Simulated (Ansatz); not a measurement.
Here is the system:

Starting cell, Ti$_{3}$SiC$_{2}$ (MAX-312 type, space group P6_3/mmc):

```
Ti3SiC2
1.0
    3.07276     0.00000     0.00000
   -1.53638     2.66109     0.00000
    0.00000     0.00000    17.72285
Ti Si C
6 2 4
Cartesian
  0.00000   0.00000   0.00000
  0.00000   0.00000   8.86142
  0.00000   1.77406   2.39063
  1.53638   0.88703  11.25205
  1.53638   0.88703  15.33222
  0.00000   1.77406   6.47080
  0.00000   0.00000   4.43071
  0.00000   0.00000  13.29213
  0.00000   1.77406  10.14331
  1.53638   0.88703   1.28188
  1.53638   0.88703   7.57954
  0.00000   1.77406  16.44096
```

The atoms are displaced by Q × the pattern below (from a DFPT mode at Γ, largest move 1; Q in Å), at fixed cell.

```
atom      x      y       z
----  -----  -----  ------
Ti3   0.000  0.000  -0.125
Ti4   0.000  0.000  -0.125
Ti5   0.000  0.000   0.125
Ti6   0.000  0.000   0.125
C9    0.000  0.000   1.000
C10   0.000  0.000   1.000
C11   0.000  0.000  -1.000
C12   0.000  0.000  -1.000
```

Atoms not listed stay in place.

Calculation: PBE (plane waves to 420 eV, PAW, scalar-relativistic; Ansatz, a program for electronic structure). k mesh 14×14×3 (Γ-centred), Fermi-Dirac smearing 0.05 eV. Energies are smeared free energies. With partly filled bands, energies and forces of such displacements shift with the k mesh and the smearing. Ti3SiC2 is run without spin polarisation. Ti3SiC2 was relaxed with its symmetry unable to fall. ΔE is measured from the undisplaced structure.

The scan covers Q from -0.280 to 0.280 Å in 13 points.

Problem. Is the energy the same for displacements of ±0.280 Å, and if not, which side lies higher?

Solution. Not even: the negative side lies higher at ±0.280 Å.

Problem. Is this a single well or a double well?

Solution. A single well with its minimum at or next to zero displacement.

Problem. What is the energy change at Q = 0.280 Å?

Solution. 3089 meV/cell.

Problem. What harmonic wavenumber does the curvature at Q = 0 give?

Solution. 664 cm⁻¹.

(A displaced cell: forces are minus the slopes of the energy, force constants its curvatures, and phonons follow from these.)
